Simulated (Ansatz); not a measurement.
Runs of Ansatz 0.2.0 on MgS (Niningerite). The structure is cubic, space group Fm-3m (No. 225). Conventional cell: a = 5.203 Å, b = 5.203 Å, c = 5.203 Å, α = 90.00°, β = 90.00°, γ = 90.00°. S (site symmetry m-3m) is surrounded by 6 Mg at 2.60 Å. Mg (site symmetry m-3m) has 6 S at 2.60 Å as nearest neighbours. 

```csv
task,level,k mesh,cutoff (eV),smearing,points for each segment of the path,q mesh,atoms under strain,gap on the mesh (eV),pressure (GPa),V0 of scaled cells (Å³/atom),B0 (GPa)
equation of state,LDA,9 × 9 × 9,420,fermi-dirac 0.05 eV,-,-,-,-,-,16.87,(a)
band structure,r2SCAN,9 × 9 × 9,500,fermi-dirac 0.05 eV,14,-,-,(b),0.0,-,-
equation of state,r2SCAN,9 × 9 × 9,500,fermi-dirac 0.05 eV,-,-,-,-,-,17.61,80
phonons,PBEsol,8 × 8 × 8,420,fixed,8,2 × 2 × 2,-,2.70,-,-,-
Born charges and dielectric tensor,PBEsol,8 × 8 × 8,420,fixed,-,-,-,2.70,-,-,-
band structure,LDA,9 × 9 × 9,420,fermi-dirac 0.05 eV,14,-,-,2.69,-3.3,-,-
elastic constants,PBEsol,8 × 8 × 8,420,fixed,-,-,clamped,2.70,-0.9,-,-
equation of state,PBEsol,9 × 9 × 9,420,fermi-dirac 0.05 eV,-,-,-,-,-,17.39,78
```

Alike in all rows: potentials or basis Ansatz PAW; no spin polarisation; cell as given.

Q: Fill in the values left out.

A: (a) 83; (b) 3.59.

Caveats: the PAW data sets come from PBE, with cores solved anew for the run's functional, which leaves a small shift of forces and pressure (some runs); the k mesh misses the band edges, so the gap on the mesh is wider than the one along the path (some runs); the PAW data sets were made with another functional, which shifts forces and pressure a little (some runs).

Runs at the PBE level aren't shown here.
